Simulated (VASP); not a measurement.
# Sn (Im-3m) in VASP: further runs

The runs below take Sn through band structure, equation of state, with MS2, PBE+MBD-FI, PBE.

Program: VASP 6.6.1. These are calculated values, not measurements. Logs are shortened: lines on timing, memory, paths and dates and some standing lists are left out, and cuts for length are marked.

## (1) Starting point

The structure is cubic, space group Im-3m (No. 229). The conventional cell has a = 3.789 Å, b = 3.789 Å, c = 3.789 Å, α = 90.00°, β = 90.00°, γ = 90.00°. Around Sn (site symmetry m-3m) lie 8 Sn at 3.28 Å.

This isn't the form of Sn at room conditions, which is tetragonal (white tin).

## (2) Band structure, MS2

Input file INCAR:

```
  PREC = Accurate
  ENCUT = 520
  EDIFF = 1E-6
  ISMEAR = -1
  SIGMA = 0.05
  LREAL = False
  LASPH = True
  NELM = 60
  ALGO = Normal
  ISIF = 2
  LWAVE = False
  LCHARG = False
  METAGGA = MS2
  LMIXTAU = True
  NBANDS = 13
```

Input file KPOINTS:

```
regular mesh
0
Gamma
  10 10 10
```

Input file POSCAR:

```
Sn
1.0
   -1.8946518192      1.8946518192      1.8946518192
    1.8946518192     -1.8946518192      1.8946518192
    1.8946518192      1.8946518192     -1.8946518192
Sn
1
Direct
    0.0000000000      0.0000000000      0.0000000000
```

Input file KPOINTS_OPT:

```
path GHNGPH,PN
15
line-mode
reciprocal
 0.0000000000  0.0000000000  0.0000000000  G
 0.5000000000 -0.5000000000  0.5000000000  H

 0.5000000000 -0.5000000000  0.5000000000  H
 0.0000000000  0.0000000000  0.5000000000  N

 0.0000000000  0.0000000000  0.5000000000  N
 0.0000000000  0.0000000000  0.0000000000  G

 0.0000000000  0.0000000000  0.0000000000  G
 0.2500000000  0.2500000000  0.2500000000  P

 0.2500000000  0.2500000000  0.2500000000  P
 0.5000000000 -0.5000000000  0.5000000000  H

 0.2500000000  0.2500000000  0.2500000000  P
 0.0000000000  0.0000000000  0.5000000000  N
```

Potentials or basis: VASP PAW PBE potentials, release 64 (Sn_d).

On the command line:

```
$ cat potpaw_PBE.64/Sn_d/POTCAR > POTCAR
$ mpirun -np 1 vasp_std > vasp.out
```

OUTCAR:

```text
PREC = Accurate
   ENCUT = 520
   EDIFF = 1E-6
   ISMEAR = -1
   LREAL = False
   LASPH = True
   NELM = 60
   ISIF = 2
   METAGGA = MS2

 ion  position               nearest neighbor table
   1  0.000  0.000  0.000-

  LATTYP: Found a body centered cubic cell.
 ALAT       =     3.7893036384

  Lattice vectors:

 A1 = (  -1.8946518192,   1.8946518192,   1.8946518192)
 A2 = (   1.8946518192,  -1.8946518192,   1.8946518192)
 A3 = (   1.8946518192,   1.8946518192,  -1.8946518192)

Analysis of symmetry for initial positions (statically):
=====================================================================
 Subroutine PRICEL returns:
 Original cell was already a primitive cell.

 Routine SETGRP: Setting up the symmetry group for a
 body centered cubic supercell.

 Subroutine GETGRP returns: Found 48 space group operations
 (whereof 48 operations were pure point group operations)
 out of a pool of 48 trial point group operations.

The static configuration has the point symmetry O_h .

Analysis of symmetry for dynamics (positions and initial velocities):
=====================================================================
 Subroutine PRICEL returns:
 Original cell was already a primitive cell.

 Routine SETGRP: Setting up the symmetry group for a
 body centered cubic supercell.

 Subroutine GETGRP returns: Found 48 space group operations
 (whereof 48 operations were pure point group operations)
 out of a pool of 48 trial point group operations.

The dynamic configuration has the point symmetry O_h .

 Subroutine INISYM returns: Found 48 space group operations
 (whereof 48 operations are pure point group operations),
 and found     1 'primitive' translations

----------------------------------------------------------------------------------------

                                     Primitive cell

  volume of cell :      27.2050

  direct lattice vectors                    reciprocal lattice vectors
    -1.894651819  1.894651819  1.894651819     0.000000000  0.263900731  0.263900731
     1.894651819 -1.894651819  1.894651819     0.263900731  0.000000000  0.263900731
     1.894651819  1.894651819 -1.894651819     0.263900731  0.263900731  0.000000000

  length of vectors
     3.281633214  3.281633214  3.281633214     0.373211993  0.373211993  0.373211993

  position of ions in fractional coordinates (direct lattice)
     0.000000000  0.000000000  0.000000000

  ion indices of the primitive-cell ions
   primitive index   ion index
                 1           1

----------------------------------------------------------------------------------------

 KPOINTS: regular mesh

Automatic generation of k-mesh.
 Grid dimensions read from file:
 generate k-points for:   10   10   10

 Generating k-lattice:

  Cartesian coordinates                     Fractional coordinates (reciprocal lattice)
     0.000000000  0.026390073  0.026390073     0.100000000  0.000000000  0.000000000
     0.026390073  0.000000000  0.026390073     0.000000000  0.100000000  0.000000000
     0.026390073  0.026390073  0.000000000     0.000000000  0.000000000  0.100000000

  Length of vectors
     0.037321199  0.037321199  0.037321199

  Shift w.r.t. Gamma in fractional coordinates (k-lattice)
     0.000000000  0.000000000  0.000000000

 Subroutine IBZKPT returns following result:
 ===========================================

 Found     47 irreducible k-points:

 Following reciprocal coordinates:
            Coordinates               Weight
  0.000000  0.000000  0.000000      1.000000
  0.100000  0.000000  0.000000     12.000000
  0.200000  0.000000  0.000000     12.000000
  0.300000  0.000000  0.000000     12.000000
  0.400000  0.000000  0.000000     12.000000
  0.500000  0.000000  0.000000      6.000000
[... 16 lines left out ...]
  0.300000  0.300000  0.100000      8.000000
 -0.300000  0.300000  0.100000     24.000000
 [... further k-points ...]
   k-points           NKPTS =     47   k-points in BZ     NKDIM =     47   number of bands    NBANDS=     13
   number of dos      NEDOS =    301   number of ions     NIONS =      1
   total plane-waves  NPLWV =  13824
   dimension x,y,z NGX =    24 NGY =   24 NGZ =   24
   dimension x,y,z NGXF=    48 NGYF=   48 NGZF=   48
   ions per type =               1
   NGX,Y,Z   is equivalent  to a cutoff of  12.16, 12.16, 12.16 a.u.
   NGXF,Y,Z  is equivalent  to a cutoff of  24.32, 24.32, 24.32 a.u.
 SYSTEM =  unknown system
   PREC   = accura    normal or accurate (medium, high low for compatibility)
   ISTART =      0    job   : 0-new  1-cont  2-samecut
   ICHARG =      2    charge: 1-file 2-atom 10-const
   ISPIN  =      1    spin polarized calculation?
   LNONCOLLINEAR =      F non collinear calculations
   LSORBIT =      F    spin-orbit coupling
   LASPH  =      T    aspherical Exc in radial PAW
   ENCUT  =  520.0 eV  38.22 Ry    6.18 a.u.   6.10  6.10  6.10*2*pi/ulx,y,z
   NELM   =     60;   NELMIN=  2; NELMDL= -5     # of ELM steps
   EDIFF  = 0.1E-05   stopping-criterion for ELM
   LREAL  =      F    real-space projection
   EDIFFG = 0.1E-04   stopping-criterion for IOM
   NSW    =      0    number of steps for IOM
   IBRION =     -1    ionic relax: 0-MD 1-quasi-New 2-CG
   NFREE  =      0    steps in history (QN), initial steepest desc. (CG)
   ISIF   =      2    stress and relaxation
   ISYM   =      2    0-nonsym 1-usesym 2-fastsym
   POTIM  = 0.5000    time-step for ionic-motion
   TEBEG  =    0.0;   TEEND  =   0.0 temperature during run
   PSTRESS=    0.0 pullay stress
   NELECT =      14.0000    total number of electrons
   NUPDOWN=      -1.0000    fix difference up-down
   EMIN   =  10.00;   EMAX   =-10.00  energy-range for DOS
   EFERMI =   0.00;   METHOD = LEGACY
   ISMEAR =    -1;   SIGMA  =   0.05  broadening in eV -4-tet -1-fermi 0-gaus
   EFERMI_NEDOS =   21; number of points for ismear=-14 and -15
   IALGO  =     38    algorithm
   IMIX   =      4    mixing-type and parameters
     AMIX     =   0.40;   BMIX     =  1.00
     AMIX_MAG =   1.60;   BMIX_MAG =  1.00
  volume/ion in A,a.u.               =      27.20       183.59
  Fermi-wavevector in a.u.,A,eV,Ry     =   1.311902  2.479136 23.416813  1.721087
  Thomas-Fermi vector in A             =   2.442332
   LORBIT       =      0    0 simple, 1 ext, 2 COOP (PROOUT), +10 PAW based schemes
   METAGGA = MS2    functional components
   LHFCALC =     F    Hartree Fock is set to
   AEXX    =    0.0000 exact exchange contribution
   IVDW    =     0    specifies the selected vdW correction
   LEPSILON=     F    determine dielectric tensor
   LRPA    =     F    only Hartree local field effects (RPA)
 non-spin polarized calculation
  energy-cutoff  :      520.00
  volume of cell :       27.20
 maximum number of plane-waves:       751
   NGX = 13   NGY = 13   NGZ = 13

 number of electron      13.9999996 magnetization

 Free energy of the ion-electron system (eV)
  ---------------------------------------------------
  ext. energy  EPLUGINS =         0.00000000
  ---------------------------------------------------
  free energy    TOTEN  =        -0.31065065 eV

  energy without entropy =       -0.30379437  energy(sigma->0) =       -0.30722251

 E-fermi :   7.9305     XC(G=0): -11.0587

 val. band max:        7.9058426781   @ k =   0.2000   0.2000   0.2000
 cond. band min:       7.9468852893   @ k =  -0.4000   0.4000   0.4000
 fundamental gap:      0.0410426112
 Fermi energy:         7.9304825012

 k-point     1 :       0.0000    0.0000    0.0000
  band No.  band energies     occupation
      1     -13.9502      2.00000
      2     -13.9496      2.00000
      3     -13.9496      2.00000
      4     -13.8068      2.00000
      5     -13.8068      2.00000
      6      -3.1774      2.00000
      7      16.0601      0.00000
      8      16.0603      0.00000
      9      16.0603      0.00000
     10      19.8619      0.00000
     11      19.8621      0.00000
     12      19.8621      0.00000
     13      20.7000      0.00000

 k-point     2 :       0.1000    0.0000    0.0000
  band No.  band energies     occupation
      1     -13.9540      2.00000
      2     -13.9437      2.00000
      3     -13.9298      2.00000
      4     -13.8117      2.00000
      5     -13.8076      2.00000
      6      -2.9570      2.00000
      7      14.2943      0.00000
      8      15.2451      0.00000
      9      15.7539      0.00000
     10      18.4060      0.00000
     11      18.7295      0.00000
     12      19.5759      0.00000
     13      21.4387      0.00000

 k-point     3 :       0.2000    0.0000    0.0000
  band No.  band energies     occupation
      1     -13.9652      2.00000
      2     -13.9303      2.00000
      3     -13.8761      2.00000
      4     -13.8218      2.00000
      5     -13.8091      2.00000
      6      -2.2940      2.00000
      7      11.1032      0.00000
      8      13.8441      0.00000
      9      14.9803      0.00000
     10      17.2995      0.00000
     11      17.6081      0.00000
     12      19.8056      0.00000
     13      21.9383      0.00000

 k-point     4 :       0.3000    0.0000    0.0000
  band No.  band energies     occupation
      1     -13.9792      2.00000
      2     -13.9234      2.00000
      3     -13.8264      2.00000
      4     -13.8110      2.00000
      5     -13.8088      2.00000
      6      -1.1915      2.00000
      7       7.9556      0.75375
      8      12.6430      0.00000
      9      14.1649      0.00000
     10      16.5506      0.00000
     11      16.8101      0.00000
     12      20.7259      0.00000
     13      22.5538      0.00000

 k-point     5 :       0.4000    0.0000    0.0000
  band No.  band energies     occupation
      1     -13.9904      2.00000
      2     -13.9273      2.00000
      3     -13.8213      2.00000
      4     -13.8124      2.00000
      5     -13.7537      2.00000
      6       0.3122      2.00000
      7       5.1766      2.00000
      8      11.8660      0.00000
      9      13.6028      0.00000
     10      16.1160      0.00000
     11      16.3358      0.00000
     12      22.0206      0.00000
     13      23.2765      0.00000
[... 257 lines left out ...]
 k-point    22 :      -0.2000    0.2000    0.1000
  band No.  band energies     occupation
      1     -13.9449      2.00000
      2     -13.9205      2.00000
      3     -13.8789      2.00000
      4     -13.8354      2.00000
      5     -13.8091      2.00000
      6      -2.0739      2.00000
      7      11.2247      0.00000
      8      13.0030      0.00000
      9      13.8293      0.00000
     10      16.7140      0.00000
     11      18.7412      0.00000
     12      19.1896      0.00000
     13      22.5920      0.00000

 k-point    23 :       0.3000    0.3000    0.1000
  band No.  band energies     occupation
      1     -13.9506      2.00000
      2     -13.8528      2.00000
      3     -13.8524      2.00000
      4     -13.8099      2.00000
      5     -13.8099      2.00000
      6       2.7206      2.00000
      7       5.6071      2.00000
      8       5.6071      2.00000
      9       9.5702      0.00000
     10      22.0829      0.00000
     11      22.7231      0.00000
     12      22.7232      0.00000
     13      26.3578      0.00000

 k-point    24 :      -0.3000    0.3000    0.1000
  band No.  band energies     occupation
      1     -13.9579      2.00000
      2     -13.9122      2.00000
      3     -13.8400      2.00000
      4     -13.8157      2.00000
      5     -13.8111      2.00000
      6      -0.9730      2.00000
      7       8.1400      0.02984
      8      11.8437      0.00000
      9      13.1571      0.00000
     10      16.9601      0.00000
     11      17.9337      0.00000
     12      18.9116      0.00000
     13      24.6210      0.00000

 [... further k-points ...]
[... 5 lines left out ...]
  --------------------------------------------------------------------------------------
  -------------------------------------------------------------------------------------
  Total       -0.5607662     -0.5607662     -0.5607662      0.0000000      0.0000000      0.0000000
  in kB      -33.0251016    -33.0251016    -33.0251016      0.0000000      0.0000000      0.0000000
  external PRESSURE =     -33.0251016 kB  Pullay stress =       0.0000000 kB

 VOLUME and BASIS-vectors are now :
 -----------------------------------------------------------------------------
  energy-cutoff  :      520.00
  volume of cell :       27.20
      direct lattice vectors                 reciprocal lattice vectors
    -1.894651819  1.894651819  1.894651819     0.000000000  0.263900731  0.263900731
     1.894651819 -1.894651819  1.894651819     0.263900731  0.000000000  0.263900731
     1.894651819  1.894651819 -1.894651819     0.263900731  0.263900731  0.000000000

 POSITION                                       TOTAL-FORCE (eV/Angst)
 -----------------------------------------------------------------------------------
      0.00000      0.00000      0.00000         0.000000      0.000000      0.000000
 -----------------------------------------------------------------------------------
    total drift:                               -0.000000      0.000000      0.000000

  FREE ENERGIE OF THE ION-ELECTRON SYSTEM (eV)
  ---------------------------------------------------
  free  energy   TOTEN  =        -0.3106506540 eV

  energy  without entropy=       -0.3037943678  energy(sigma->0) =       -0.30722251
```

Wall time 2.6 min (1 thread of AMD EPYC 7R43 (Zen 3), shared host); peak memory 0.12 GiB.

Results:

* Free energy: -0.3107 eV
* Pressure: -3.3 GPa
* Band gap along the path: none (metal or under the smearing width)

Levels at the corners of the path, in eV from the Fermi level:
| point | band 5 | band 6 | band 7 | band 8 | band 9 | band 10 |
| --- | --- | --- | --- | --- | --- | --- |
| Γ | -21.74 | -11.11 | 8.13 | 8.13 | 8.13 | 11.93 |
| H | -21.68 | -2.21 | -0.48 | -0.48 | -0.48 | 3.78 |
| H | -21.68 | -2.21 | -0.48 | -0.48 | -0.48 | 3.78 |
| N | -21.66 | -6.31 | -4.49 | 3.67 | 5.48 | 8.04 |
| N | -21.66 | -6.31 | -4.49 | 3.67 | 5.48 | 8.04 |
| Γ | -21.74 | -11.11 | 8.13 | 8.13 | 8.13 | 11.93 |
| Γ | -21.74 | -11.11 | 8.13 | 8.13 | 8.13 | 11.93 |
| P | -21.74 | -4.97 | -1.49 | -1.49 | -1.49 | 17.95 |
| P | -21.74 | -4.97 | -1.49 | -1.49 | -1.49 | 17.95 |
| H | -21.68 | -2.21 | -0.48 | -0.48 | -0.48 | 3.78 |
| P | -21.74 | -4.97 | -1.49 | -1.49 | -1.49 | 17.95 |
| N | -21.66 | -6.31 | -4.49 | 3.67 | 5.48 | 8.04 |

Caveat: the PAW data sets were made with another functional, which shifts forces and pressure a little; spin-orbit coupling is left out, which moves the levels of the heavy elements.

## (3) Equation of state, PBE+MBD-FI, spin-orbit coupling, no magnetisation

Input file run.py:

```python
from ase import Atoms
from ase.calculators.vasp import Vasp
from ase.eos import EquationOfState
from ase.io import Trajectory
from ase.units import GPa

atoms = Atoms(
    ['Sn'],
    cell=[[-1.8946518192, 1.8946518192, 1.8946518192], [1.8946518192, -1.8946518192, 1.8946518192], [1.8946518192, 1.8946518192, -1.8946518192]],
    scaled_positions=[[0.0, 0.0, 0.0]],
    pbc=True,
)
calc = Vasp(
    directory='calc',
    xc='pbe',
    pp='PBE',
    setups='recommended',
    prec='Accurate',
    encut=520,
    ediff=1e-06,
    ismear=1,
    sigma=0.2,
    lreal=False,
    lasph=True,
    nelm=60,
    algo='Normal',
    isif=2,
    lwave=False,
    lcharg=False,
    lorbit=11,
    lsorbit=True,
    gga_compat=False,
    ivdw=263,
    kpts=[7, 7, 7],
    gamma=True,
)
atoms.calc = calc
cell = atoms.cell.copy()
volumes, energies = [], []
traj = Trajectory('eos.traj', 'w')
for x in [0.94, 0.96, 0.98, 1.0, 1.02, 1.04, 1.06]:
    atoms.set_cell(cell * x ** (1 / 3), scale_atoms=True)
    volumes.append(atoms.get_volume())
    energies.append(atoms.get_potential_energy())
    traj.write(atoms)
    print(f'{x:5.2f} {volumes[-1]:12.5f} {energies[-1]:14.6f}')

v0, e0, B = EquationOfState(volumes, energies, eos='birchmurnaghan').fit()
print(f'V0 = {v0:.4f} A^3, E0 = {e0:.6f} eV, B = {B / GPa:.2f} GPa')
```

Potentials or basis: VASP PAW PBE potentials, release 64 (Sn_d).

On the command line:

```
$ python run.py
```

It took 10 min on 1 thread of Intel Xeon Platinum 8559C (Emerald Rapids), shared host; peak memory 0.27 GiB.

It converged, with:

```yaml
Equilibrium_volume: 26.44 Å³/atom
Bulk_modulus: 57 GPa
Pressure_derivative_of_the_bulk_modulus: "4.4 (rough: it moves with the points fitted)"
```

Energy against volume, from the lowest point:
| volume (Å³/atom) | energy (meV/atom) |
| --- | --- |
| 25.573 | 5.06 |
| 26.117 | 0.25 |
| 26.661 | 0.00 |
| 27.205 | 3.51 |
| 27.749 | 10.30 |
| 28.293 | 20.14 |
| 28.837 | 32.97 |

(Part 1 of 2 ends here.)
